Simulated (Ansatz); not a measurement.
# NiO: band structure with PBEsol

**The experiment to reproduce.**

From “Local correlations, non-local screening, multiplets, and band formation in NiO”, 2012, arxiv:1210.6675, for a bulk crystal of NiO: band gap 4.3 eV.

NiO:

```
Ni O
1.0
     0.00000    2.08590    2.08590
     2.08590    0.00000    2.08590
     2.08590    2.08590    0.00000
Ni O
1 1
Direct
  0.00000 0.00000 0.00000
  0.50000 0.50000 0.50000
```

```json
{"Program": "Ansatz 0.2.0", "Task": "band structure", "Functional": "PBEsol", "Potentials or basis": "all-electron LAPW, scalar-relativistic", "Cutoff": "378 eV (chosen from the basis error)", "Basis error allowed": "0.001 eV/atom", "k mesh": "11 × 11 × 11", "Occupations": "fermi-dirac, width 0.05 eV", "Spin": "collinear spin, ferromagnetic start", "Starting moments": "[1.0, 0.0] μB"}
```

* Pressure: -6.8 GPa
* Band gap along the path: none (metal or under the smearing width)
* Net moment: 1.48 μB per cell
* Absolute moment: 1.48 μB per cell
* Site moments: Ni +1.24; O +0.23 μB

Levels at the corners of the path, in eV from the Fermi level:
Spin up:
```
point  band 11  band 12  band 13  band 14  band 15  band 16  band 17  band 18
    Γ    -2.87    -2.52    -2.52    -2.52     1.38    17.49    18.68    18.68
    X    -2.51    -1.94    -1.46    -1.46     5.99    10.34    12.04    16.41
    W    -1.78    -1.78    -1.46    -1.06     8.34    10.45    10.45    13.24
    K    -1.64    -1.59    -1.37    -1.00     7.64    10.11    10.28    15.62
    Γ    -2.87    -2.52    -2.52    -2.52     1.38    17.49    18.68    18.68
    L    -1.77    -1.28     0.42     0.42     5.35     9.82    13.81    13.81
    U    -1.64    -1.59    -1.37    -1.00     7.64    10.11    10.28    15.62
    W    -1.78    -1.78    -1.46    -1.06     8.34    10.45    10.45    13.24
```
Spin down:
| point | band 8 | band 9 | band 10 | band 11 | band 12 | band 13 | band 14 | band 15 | band 16 | band 17 |
| --- | --- | --- | --- | --- | --- | --- | --- | --- | --- | --- |
| Γ | -2.76 | -2.76 | -1.77 | -1.77 | -1.77 | -0.84 | -0.84 | 1.68 | 17.46 | 18.90 |
| X | -4.11 | -4.11 | -2.80 | -0.62 | -0.62 | -0.41 | 0.15 | 6.37 | 10.65 | 12.31 |
| W | -6.01 | -5.44 | -1.02 | -1.02 | -0.62 | 0.01 | 0.76 | 8.80 | 10.74 | 10.74 |
| K | -6.07 | -4.68 | -1.62 | -0.76 | -0.56 | 0.28 | 0.78 | 8.02 | 10.42 | 10.57 |
| Γ | -2.76 | -2.76 | -1.77 | -1.77 | -1.77 | -0.84 | -0.84 | 1.68 | 17.46 | 18.90 |
| L | -5.07 | -5.07 | -0.86 | -0.86 | -0.49 | 2.01 | 2.01 | 5.51 | 10.26 | 14.05 |
| U | -6.07 | -4.68 | -1.62 | -0.76 | -0.56 | 0.28 | 0.78 | 8.02 | 10.42 | 10.57 |
| W | -6.01 | -5.44 | -1.02 | -1.02 | -0.62 | 0.01 | 0.76 | 8.80 | 10.74 | 10.74 |

Run time: 18 s on 2 threads of Arm Neoverse V1, with other jobs on the host, peak memory 0.44 GiB.

Against the measured gap of NiO, 4.3 eV (quoted in “Local correlations, non-local screening, multiplets, and band formation in NiO”, 2012, arxiv:1210.6675), the calculated 0.00 eV is off by -4.30 eV. So large a miss can be the level of theory's own, or it may mean another phase, state or a wrong row. The value is that of PBEsol, without temperature or zero-point motion. Semilocal functionals fall short of measured gaps as a rule. The run's magnetic order (collinear spin, ferromagnetic start) needn't be the measured crystal's.

Caveat: a cell with one magnetic atom can't hold antiferromagnetic order, which such compounds often take; semilocal functionals often make such compounds metallic where correlation or magnetic order opens a gap, which also shifts bond lengths.
